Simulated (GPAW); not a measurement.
AlN:

```
Al N
1.0
     3.11300    0.00000    0.00000
    -1.55650    2.69594    0.00000
     0.00000    0.00000    4.98100
Al N
2 2
Cartesian
  1.5565 0.8986 2.4905
  0.0000 1.7973 0.0000
  1.5565 0.8986 4.3833
  0.0000 1.7973 1.8928
```

Program: GPAW 26.7.0. Alike in all runs: task band structure; no spin polarisation; cell as given; k mesh 7 × 7 × 4; cutoff (eV) 800; smearing fermi-dirac 0.05 eV.

Task: Order these runs on this cell by their band gap on the k mesh, lowest first.
A. level r2SCAN; potentials or basis GPAW PAW data sets (gpaw-data 1.2.1), pw; band points 60
B. level C09-vdW; potentials or basis GPAW PAW data sets (gpaw-data 1.2.1), pw; band points 60
C. level GLLB-SC; potentials or basis the program's PAW data sets (release 1.2.1) made for this functional, pw; band points 80

Result: B (4.28 eV), A (4.95 eV), C (6.55 eV).

Caveats: the GLLB-SC gap is the Kohn-Sham gap of the path plus the derivative discontinuity (some runs); a model potential gives levels but no total energy (some runs).

Runs at the PBE level aren't shown here.
